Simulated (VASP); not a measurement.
```xyz
2
Lattice="0.0000 3.0091 3.0091 3.0091 0.0000 3.0091 3.0091 3.0091 0.0000" Properties=species:S:1:pos:R:3 pbc="T T T"
Na     0.0000     0.0000     0.0000
Br     3.0091     3.0091     3.0091
```

Method: PBE GGA, VASP's PBE PAW potentials (set 64) (plane waves; VASP). Numerical set-up: 400 eV cut-off, Gaussian smearing of 0.050 eV, potentials Na_pv Br.

Question: Give the energies of bands 5 to 10 at the high-symmetry points, in eV from the valence-band maximum.

Answer: 
```
band     Γ      X      U      L      W
----  ----  -----  -----  -----  -----
5     0.00  -1.72  -1.47  -1.99  -1.25
6     0.00  -0.64  -1.18  -0.26  -1.25
7     0.00  -0.64  -0.52  -0.26  -0.80
8     4.09   6.09   6.85   6.15   7.43
9     9.81   7.03   8.00   9.46   8.76
10    9.81  10.54   9.70   9.46   8.76
```

The gap is direct, 4.09 eV, from the valence maximum at Γ to the conduction minimum at Γ.

Measured: gap 7.10 eV (computed value off by -3.01 eV), as given by Aguado et al., (1998), arXiv:cond-mat/9809176.

The compound is NaBr in the rock salt structure. It was relaxed first.
